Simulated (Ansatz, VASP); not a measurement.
# Two plane-wave programs on MgI2

```
Mg I
1.0
     4.20720    0.00000   -0.46279
    -2.10360    3.64354    0.23140
    -0.85929    0.00000    7.60315
Mg I
1 2
Direct
  0.00000 0.00000 0.00000
  0.24708 0.66912 0.77738
  0.75292 0.33088 0.22262
```

Change from the starting cell: engineering shear strain xz -0.2200, normal strain along z -0.0267.

Alike in both runs: functional PBE; k mesh 6 × 6 × 4; occupations gaussian, width 0.05 eV; no spin polarisation.

Ansatz relaxed the structure, and its values are those at the end. VASP's run is a single point on that final structure, the one shown.

|  | VASP | Ansatz |
| --- | --- | --- |
| version | VASP 6.6.1 | Ansatz 0.2.0 |
| potentials or method | VASP PAW PBE potentials, release 64 (Mg, I) | scalar-relativistic, plane waves, PAW |
| plane-wave cutoff (eV) | 520 | 520 |
| valence electrons in the cell | 16 | 44 |

VASP gave:

```
gap on the k mesh at the Fermi level (eV) : 3.45
least direct gap on the mesh (eV)         : 3.66
pressure (GPa)                            : 0.1
rms of the force components (eV/Å)        : 0.007
```

**Question.** What did Ansatz give for the same quantities?

**Answer.** gap on the k mesh at the Fermi level (eV): 3.47; least direct gap on the mesh (eV): 3.68; pressure (GPa): 0.1; rms of the force components (eV/Å): 0.003.

The two sets of potentials don't hold the same shells in valence. Ansatz warned: «stress_scf_threshold_loose».

Caveats: spin-orbit coupling is left out, which moves the levels of the heavy elements. A k mesh can miss the band edges.
